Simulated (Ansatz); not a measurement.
Structure: ZnSe (started from an entry of an open crystallographic database), at its r2SCAN minimum. It is cubic, F-43m (No. 216); conventional cell a = 5.665 Å, 22.72 Å³ an atom. Around Zn lie 4 Se at 2.45 Å; around Se lie 4 Zn at 2.45 Å.

```
Zn Se
1.0
     0.00000    2.83242    2.83242
     2.83242    0.00000    2.83242
     2.83242    2.83242    0.00000
Zn Se
1 1
Cartesian
  0.0000 0.0000 0.0000
  1.4162 1.4162 1.4162
```

5 runs of Ansatz on this cell differ in the functional (and in the settings that go with it). Levels are in eV from each run's valence top; v1 is the last filled band, c1 the first empty one.

Run A, mean stress +1.5 GPa (compression positive):

| point | v4 | v3 | v2 | v1 | c1 | c2 |
| --- | --- | --- | --- | --- | --- | --- |
| Γ | -7.17 | 0.00 | 0.00 | 0.00 | 2.24 | 6.82 |
| X | -6.97 | -5.04 | -2.29 | -2.29 | 3.82 | 4.40 |
| U | -6.89 | -4.93 | -3.26 | -1.88 | 4.49 | 6.63 |

Run B, mean stress 0.0 GPa (compression positive):

| point | v4 | v3 | v2 | v1 | c1 | c2 |
| --- | --- | --- | --- | --- | --- | --- |
| Γ | -6.29 | 0.00 | 0.00 | 0.00 | 1.87 | 6.32 |
| X | -6.11 | -4.80 | -2.24 | -2.24 | 3.34 | 3.88 |
| U | -6.03 | -4.76 | -3.15 | -1.83 | 3.99 | 6.06 |

Run C, mean stress +1.1 GPa (compression positive):

| point | v4 | v3 | v2 | v1 | c1 | c2 |
| --- | --- | --- | --- | --- | --- | --- |
| Γ | -8.00 | 0.00 | 0.00 | 0.00 | 3.05 | 7.65 |
| X | -7.76 | -5.23 | -2.36 | -2.36 | 4.51 | 5.18 |
| U | -7.69 | -5.07 | -3.38 | -1.93 | 5.24 | 7.47 |

Run D, mean stress 0.0 GPa (compression positive):

| point | v4 | v3 | v2 | v1 | c1 | c2 |
| --- | --- | --- | --- | --- | --- | --- |
| Γ | -7.02 | 0.00 | 0.00 | 0.00 | 2.48 | 6.99 |
| X | -6.82 | -5.00 | -2.30 | -2.30 | 3.89 | 4.50 |
| U | -6.74 | -4.89 | -3.26 | -1.88 | 4.59 | 6.74 |

Run E, mean stress -3.3 GPa (compression positive):

| point | v4 | v3 | v2 | v1 | c1 | c2 |
| --- | --- | --- | --- | --- | --- | --- |
| Γ | -6.30 | 0.00 | 0.00 | 0.00 | 1.04 | 5.72 |
| X | -6.12 | -4.83 | -2.21 | -2.21 | 2.81 | 3.33 |
| U | -6.04 | -4.79 | -3.13 | -1.81 | 3.43 | 5.48 |

Q: Match the runs to LDA, r2SCAN, r2SCANh, DDH-PBE0, PBE0.

A: A is DDH-PBE0, B is r2SCAN, C is PBE0, D is r2SCANh, E is LDA. In order of the gap: LDA 1.04, r2SCAN 1.87, DDH-PBE0 2.24, r2SCANh 2.48, PBE0 3.05 eV.

Calculated for a static, non-magnetic cell.

The runs are scalar-relativistic, without spin-orbit coupling.

The stress of a hybrid is loosely converged in these runs.

The meshes of the hybrids are coarse, so their gaps aren't converged to the digits shown.
